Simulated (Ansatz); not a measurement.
# P: pressure up to the limit of the methods

One table from this session's results is given with a row withheld; the runs are named, their logs left out.

Method: DFT PBE, with the methods named in each step, in Ansatz 0.2.0.

## The system as given

It takes space group Fm-3m (No. 225, cubic). The conventional cell has a = 3.915 Å, b = 3.915 Å, c = 3.915 Å, α = 90.00°, β = 90.00°, γ = 90.00°. P (site symmetry m-3m) has 12 P at 2.77 Å as nearest neighbours.

As a file:

```cif
data_structure
_symmetry_space_group_name_H-M 'Fm-3m'
_symmetry_Int_Tables_number 225
_cell_length_a 3.9149
_cell_length_b 3.9149
_cell_length_c 3.9149
_cell_angle_alpha 90.000
_cell_angle_beta 90.000
_cell_angle_gamma 90.000
_cell_volume 60.00
loop_
_atom_site_label
_atom_site_type_symbol
_atom_site_symmetry_multiplicity
_atom_site_Wyckoff_symbol
_atom_site_fract_x
_atom_site_fract_y
_atom_site_fract_z
_atom_site_occupancy
P1 P 4 a 0.00000 0.00000 0.00000 1
```

The file gives the conventional cell by its symmetry; the runs use the cell typed in the input.

Whether this phase is the stable one at these pressures isn't tested.

The first run:

Contents of input.yaml:

```yaml
crystal:
  lattice:
    - [0.0, 1.9574338206, 1.9574338206]
    - [1.9574338206, 0.0, 1.9574338206]
    - [1.9574338206, 1.9574338206, 0.0]
  atoms:
    - { symbol: P, position: [0.0, 0.0, 0.0] }
kpoints:
  mp_grid: { grid: [18, 18, 18] }
scf:
  occupations: { method: fermi_dirac, width: 0.1 }
hamiltonian:
  xc: pbe
  pseudopotentials: { kind: paw }
output:
  forces: true
  stress: true
relax:
  f_tol: 0.005
  max_steps: 40
  cell: {}
```

On the command line:

```sh
> ansatz run input.yaml --threads 1 --pin off --max-ram 2048MiB --backend cpu --events-out ev --progress --plain --runs-dir out
```

Steps of the session up to this table: Cell relaxed at zero pressure, PAW; Volume scaled by 1, PAW; Volume scaled by 0.95, PAW; Volume scaled by 0.85, PAW; Volume scaled by 0.75, PAW; Volume scaled by 0.65, PAW; Volume scaled by 0.55, PAW; Volume scaled by 0.45, PAW; Volume scaled by 0.4, PAW; Volume scaled by 0.4, PAW (source ansatz).

One of the session's tables, all rows but one given; the rest of the session is left out.

| method | volume over the first | volume (Å³/atom) | pressure (GPa) |
| --- | --- | --- | --- |
| PAW | 1 | 14.553 | 0.01 |
| PAW | 0.95 | 13.826 | 5.26 |
| PAW | 0.85 | 12.370 | 20.69 |
| PAW | 0.75 | 10.915 | 46.48 |
| PAW | 0.65 | 9.460 | 91.12 |
| PAW | 0.55 | 8.004 | 175.99 |
| PAW | 0.45 | ? | ? |
| PAW | 0.4 | 5.821 | 503.67 |
| PAW (source ansatz) | 0.4 | 5.821 | 505.69 |

Estimate the missing values for PAW, 0.45.

As computed: volume (Å³/atom): 6.549; pressure (GPa): 346.94. In the column «volume (Å³/atom)» it lies between PAW (source ansatz), 0.4 (5.821) and PAW, 0.55 (8.004).
